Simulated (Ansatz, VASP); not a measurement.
**Nb: VASP beside Ansatz**

```xyz
1
Lattice="2.6084 0.0000 0.0000 0.0000 2.6084 0.0000 0.0000 0.0000 2.6084" Properties=species:S:1:pos:R:3 pbc="T T T"
Nb    0.0000    0.0000    0.0000
```

Change from the starting cell: volume scaled by 0.88, LAPW.

Alike in both runs: task single point; functional PBE; k mesh 16 × 16 × 16; occupations fermi-dirac, width 0.1 eV; no spin polarisation.

|  | VASP | Ansatz |
| --- | --- | --- |
| version | VASP 6.6.1 | Ansatz 0.2.0 |
| potentials or method | VASP PAW PBE potentials, release 64 (Nb_sv), cutoff 520 eV | all-electron LAPW, scalar-relativistic |

Ansatz gave:

| Quantity | Value |
| --- | --- |
| pressure (GPa) | 21.0 |

**Question.** Which values does VASP return?

**Answer.** Pressure (GPa): 20.9.

Ansatz ran all-electron here, so the differences hold the error of VASP's frozen core and of both bases.

Caveats: so large a pressure means that the cell lies far from this level's equilibrium, or that cutoff or potentials fall short (VASP).
